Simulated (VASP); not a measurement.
# Si (Imma) in VASP: phonons with PBE

Aim: the phonons of Si with PBE.

Program: VASP 6.6.1. These are calculated values, not measurements. Logs are shortened: lines on timing, memory, paths and dates and some standing lists are left out, and cuts for length are marked.

## 1. Starting point

It takes space group Imma (No. 74, orthorhombic). Conventional cell: a = 3.838 Å, b = 3.879 Å, c = 5.411 Å, α = 90.00°, β = 90.00°, γ = 90.00°. Si (site symmetry mm2) is surrounded by 4 Si at 2.35 to 2.36 Å.

## 2. Phonons, PBE

POSCAR

```
Si
1.0
    0.0144304315      2.7282245685      2.7056858789
    2.7282245685      0.0144304315      2.7056858789
    2.7426550000      2.7426550000      0.0000000000
Si
2
Direct
    0.0007085000      0.0007085000      0.9992910000
    0.2492910000      0.2492910000      0.2507090000
```

INCAR.step1

```
PREC = Accurate ; ENCUT = 600
EDIFF = 1E-8 ; ISMEAR = 0
SIGMA = 0.01 ; LREAL = False
LASPH = True ; NELM = 100
ALGO = Fast ; ISIF = 3
LWAVE = False ; LCHARG = False
GGA = PE ; IBRION = 2
NSW = 40 ; EDIFFG = -0.002
```

INCAR.step2

```
PREC = Accurate ; ENCUT = 600
EDIFF = 1E-8 ; ISMEAR = 0
SIGMA = 0.01 ; LREAL = False
LASPH = True ; NELM = 100
ALGO = Fast ; ISIF = 2
LWAVE = False ; LCHARG = False
GGA = PE ; IBRION = 8
NSW = 1
```

KPOINTS

```
regular mesh
0
Gamma
  10 10 10
```

Potentials or basis: VASP PAW PBE potentials, release 64 (Si).

On the command line:

```console
$ cat potpaw_PBE.64/Si/POTCAR > POTCAR
$ cp INCAR.step1 INCAR
$ mpirun -np 1 vasp_std > vasp.out
$ cp CONTCAR POSCAR
$ cp INCAR.step2 INCAR
$ mpirun -np 1 vasp_std > vasp.out
```

OUTCAR:

```text
PREC = Accurate
   ENCUT = 600
   EDIFF = 1E-8
   ISMEAR = 0
   LREAL = False
   LASPH = True
   NELM = 100
   ISIF = 2
   GGA = PE
   IBRION = 8
   NSW = 1

 ion  position               nearest neighbor table
   1  1.000  1.000  0.000-   2 2.37   2 2.37   2 2.37   2 2.37
   2  0.250  0.250  0.250-   1 2.37   1 2.37   1 2.37   1 2.37

  LATTYP: Found a body centered orthorhombic cell.
 ALAT       =     3.8670094991
 B/A-ratio  =     1.0000776602
 C/A-ratio  =     1.4140474830

  Lattice vectors:

 A1 = (   0.0001061765,  -2.7344948163,  -2.7340675246)
 A2 = (  -0.0001061765,   2.7344948163,  -2.7340675246)
 A3 = (   2.7344948163,  -0.0001061765,   2.7340675246)

Analysis of symmetry for initial positions (statically):
=====================================================================
 Subroutine PRICEL returns:
 Original cell was already a primitive cell.

 Routine SETGRP: Setting up the symmetry group for a
 body centered orthorhombic supercell.

 Subroutine GETGRP returns: Found  8 space group operations
 (whereof  4 operations were pure point group operations)
 out of a pool of  8 trial point group operations.

The static configuration has the point symmetry C_2v.
 The point group associated with its full space group is D_2h.

Analysis of symmetry for dynamics (positions and initial velocities):
=====================================================================
 Subroutine PRICEL returns:
 Original cell was already a primitive cell.

 Routine SETGRP: Setting up the symmetry group for a
 body centered orthorhombic supercell.

 Subroutine GETGRP returns: Found  8 space group operations
 (whereof  4 operations were pure point group operations)
 out of a pool of  8 trial point group operations.

The dynamic configuration has the point symmetry C_2v.
 The point group associated with its full space group is D_2h.

 Subroutine INISYM returns: Found  8 space group operations
 (whereof  4 operations are pure point group operations),
 and found     1 'primitive' translations

----------------------------------------------------------------------------------------

                                     Primitive cell

  volume of cell :      40.8878

  direct lattice vectors                    reciprocal lattice vectors
    -0.000106177  2.734494816  2.734067525    -0.182842031  0.182842031  0.182877707
     2.734494816 -0.000106177  2.734067525     0.182842031 -0.182842031  0.182877707
     2.734388640  2.734388640  0.000000000     0.182856231  0.182856231 -0.182877707

  length of vectors
     3.866857528  3.866857528  3.867009499     0.316712287  0.316712287  0.316728682

  position of ions in fractional coordinates (direct lattice)
     0.999995723  0.999995723  0.000003777
     0.250003777  0.250003777  0.249996223

  ion indices of the primitive-cell ions
   primitive index   ion index
                 1           1
                 2           2

----------------------------------------------------------------------------------------

 KPOINTS: regular mesh

Automatic generation of k-mesh.
 Grid dimensions read from file:
 generate k-points for:   10   10   10

 Generating k-lattice:

  Cartesian coordinates                     Fractional coordinates (reciprocal lattice)
    -0.018284203  0.018284203  0.018287771     0.100000000  0.000000000  0.000000000
     0.018284203 -0.018284203  0.018287771     0.000000000  0.100000000  0.000000000
[... 92 lines left out ...]
  energy-cutoff  :      600.00
  volume of cell :       40.89
 maximum number of plane-waves:      1387
   NGX = 15   NGY = 15   NGZ = 15

--------------------------------------- Ionic step        1  -------------------------------------------

 number of electron       8.0000000 magnetization

 Free energy of the ion-electron system (eV)
  ---------------------------------------------------
  ext. energy  EPLUGINS =         0.00000000
  ---------------------------------------------------
  free energy    TOTEN  =       -10.84933471 eV

  energy without entropy =      -10.84933471  energy(sigma->0) =      -10.84933471

 E-fermi :   5.7244     XC(G=0):  -9.3271

 val. band max:        5.6170738666   @ k =   0.0000   0.0000   0.0000
 cond. band min:       6.2333910809   @ k =   0.4000   0.4000   0.0000
 fundamental gap:      0.6163172143
 Fermi energy:         5.7244381471

 k-point     1 :       0.0000    0.0000    0.0000
  band No.  band energies     occupation
      1      -6.1983      2.00000
      2       5.6157      2.00000
      3       5.6163      2.00000
      4       5.6171      2.00000
      5       8.1728      0.00000
      6       8.1730      0.00000
      7       8.1739      0.00000
      8       8.7505      0.00000
[... 243 lines left out ...]
 k-point    24 :       0.4000    0.3000    0.0000
  band No.  band energies     occupation
      1      -4.0754      2.00000
      2       0.2243      2.00000
      3       2.8222      2.00000
      4       3.2323      2.00000
      5       6.6927      0.00000
      6       7.8813      0.00000
      7      12.4719      0.00000
      8      12.6120      0.00000

 [... further k-points ...]

------------------------ aborting loop because EDIFF is reached ----------------------------------------

  FORCE on cell =-STRESS in cart. coord.  units (eV):
  Direction    XX          YY          ZZ          XY          YZ          ZX
  --------------------------------------------------------------------------------------
  -------------------------------------------------------------------------------------
  Total       -0.0008780     -0.0008780      0.0029611      0.0015675      0.0000000      0.0000000
  in kB       -0.0344043     -0.0344043      0.1160305      0.0614235      0.0000000      0.0000000
  external PRESSURE =       0.0157406 kB  Pullay stress =       0.0000000 kB

 VOLUME and BASIS-vectors are now :
 -----------------------------------------------------------------------------
  energy-cutoff  :      600.00
  volume of cell :       40.89
      direct lattice vectors                 reciprocal lattice vectors
    -0.000106177  2.734494816  2.734067525    -0.182842031  0.182842031  0.182877707
     2.734494816 -0.000106177  2.734067525     0.182842031 -0.182842031  0.182877707
     2.734388640  2.734388640  0.000000000     0.182856231  0.182856231 -0.182877707

 POSITION                                       TOTAL-FORCE (eV/Angst)
 -----------------------------------------------------------------------------------
      2.73439      2.73439      5.46811         0.000000      0.000000     -0.000124
      1.36719      1.36719      1.36705        -0.000000     -0.000000      0.000124
 -----------------------------------------------------------------------------------
    total drift:                               -0.000001     -0.000001     -0.000112

  FREE ENERGIE OF THE ION-ELECTRON SYSTEM (eV)
  ---------------------------------------------------
  free  energy   TOTEN  =       -10.8493347057 eV

  energy  without entropy=      -10.8493347057  energy(sigma->0) =      -10.84933471

[... ionic steps 2 to 3 ...]

--------------------------------------- Ionic step        4  -------------------------------------------

------------------------ aborting loop because EDIFF is reached ----------------------------------------

[... ionic steps 5 to 5 ...]

--------------------------------------- Ionic step        6  -------------------------------------------

 Free energy of the ion-electron system (eV)
  ---------------------------------------------------
  ---------------------------------------------------
  free energy    TOTEN  =        -0.01737108 eV

  energy without entropy =       -0.01737108

------------------------ aborting loop because EDIFF is reached ----------------------------------------

 INTERNAL STRAIN TENSOR  FOR ION    1  DIRECTION 3   (eV/Angst):
 -----------------------------------------------------------------------------
     0.00189  8.78829  0.00000
     8.78829  0.00189  0.00000
     0.00000  0.00000  0.00785

 INTERNAL STRAIN TENSOR FOR ION    2 for displacements in x,y,z  (eV/Angst):
          X           Y           Z          XY          YZ          ZX
  --------------------------------------------------------------------------------
  x     0.00000     0.00000     0.00000     0.00000    -8.84274    -0.27135
  y     0.00000     0.00000     0.00000     0.00000     0.24790    -8.66502
  z    -0.00189    -0.00189    -0.00785    -8.78829     0.00000     0.00000

 SECOND DERIVATIVES (NOT SYMMETRIZED)
 ------------------------------------
               1X          1Y          1Z          2X          2Y          2Z
  1X   -13.051860    0.000036    0.000000   13.051860   -0.000036   -0.000000
  1Y     0.000036  -13.051860    0.000000   -0.000036   13.051860   -0.000000
  1Z     0.000000    0.000000  -13.037726   -0.000000   -0.000000   13.037726
  2X    13.051860   -0.000036   -0.000000  -13.051860    0.000036    0.000000
  2Y    -0.000036   13.051860   -0.000000    0.000036  -13.051860    0.000000
  2Z    -0.000000   -0.000000   13.037726    0.000000    0.000000  -13.037726

 Eigenvectors and eigenvalues of the dynamical matrix
 ----------------------------------------------------

   1 f  =   15.071806 THz    94.698952 2PiTHz  502.741345 cm-1    62.331955 meV
             X         Y         Z           dx          dy          dz
      2.734387  2.734387  5.468112     0.500000   -0.500000    0.000000
      1.367194  1.367194  1.367054    -0.500000    0.500000   -0.000000
[... 16 lines left out ...]
   5 f  =    0.000000 THz     0.000001 2PiTHz    0.000005 cm-1     0.000001 meV
             X         Y         Z           dx          dy          dz
      2.734387  2.734387  5.468112     0.646899    0.283424   -0.034539
      1.367194  1.367194  1.367054     0.646899    0.283424   -0.034539

   6 f/i=    0.000000 THz     0.000000 2PiTHz    0.000000 cm-1     0.000000 meV
             X         Y         Z           dx          dy          dz
      2.734387  2.734387  5.468112    -0.011129   -0.060444   -0.704431
      1.367194  1.367194  1.367054    -0.011129   -0.060444   -0.704431

--------------------------------------------------------------------------------------------------------

 ELASTIC MODULI CONTR FROM IONIC RELAXATION (kBar)
 Direction    XX          YY          ZZ          XY          YZ          ZX
 --------------------------------------------------------------------------------
 XX          -0.0000     -0.0000     -0.0000     -0.0498     -0.0000      0.0000
 YY          -0.0000     -0.0000     -0.0000     -0.0498      0.0000      0.0000
 ZZ          -0.0000     -0.0000     -0.0002     -0.2072      0.0000      0.0000
 XY          -0.0498     -0.0498     -0.2072   -232.1260      0.0000      0.0000
 YZ          -0.0000      0.0000      0.0000      0.0000   -234.9415     -0.7553
 ZX           0.0000      0.0000      0.0000      0.0000     -0.7553   -225.6364
 --------------------------------------------------------------------------------
```

Wall time 6.2 min (1 thread of AMD EPYC 9R45 (Zen 5), shared host); peak memory 0.48 GiB.

Results:

```yaml
Relaxed_volume: 20.44 Å³/atom
Relaxed_cell: a = 3.867 Å, b = 3.867 Å, c = 3.867 Å, α = 60.00°, β = 60.00°, γ = 60.01°
Space_group_after_relaxing_to_0.05_Å: Fd-3m (No. 227)
Highest_phonon_frequency_at_Γ: 503 cm⁻¹
```

The path:
| step | energy change (eV) | largest force (eV/Å) | pressure (GPa) | volume (Å³) |
| --- | --- | --- | --- | --- |
| 1 | 0.0000 | 0.0001 | 1.38 | 40.28 |
| 2 | -0.0026 | 0.0907 | -0.86 | 41.30 |
| 3 | -0.0036 | 0.0617 | -0.11 | 40.94 |
| 4 | -0.0041 | 0.0106 | -0.07 | 40.92 |
| 5 | -0.0042 | 0.0156 | -0.05 | 40.91 |
| 6 | -0.0042 | 0.0115 | 0.04 | 40.87 |
| 7 | -0.0042 | 0.0001 | 0.00 | 40.89 |

Final structure:
```
Si
1.0
    -0.00011    2.73449    2.73407
     2.73449   -0.00011    2.73407
     2.73439    2.73439    0.00000
Si
2
Direct
  0.00000 0.00000 0.00000
  0.25000 0.25000 0.25000
```

Phonon frequencies in cm⁻¹ (negative: imaginary):
```csv
q point,frequencies
"(0.000, 0.000, 0.000)",0 0 0 502 503 503
```
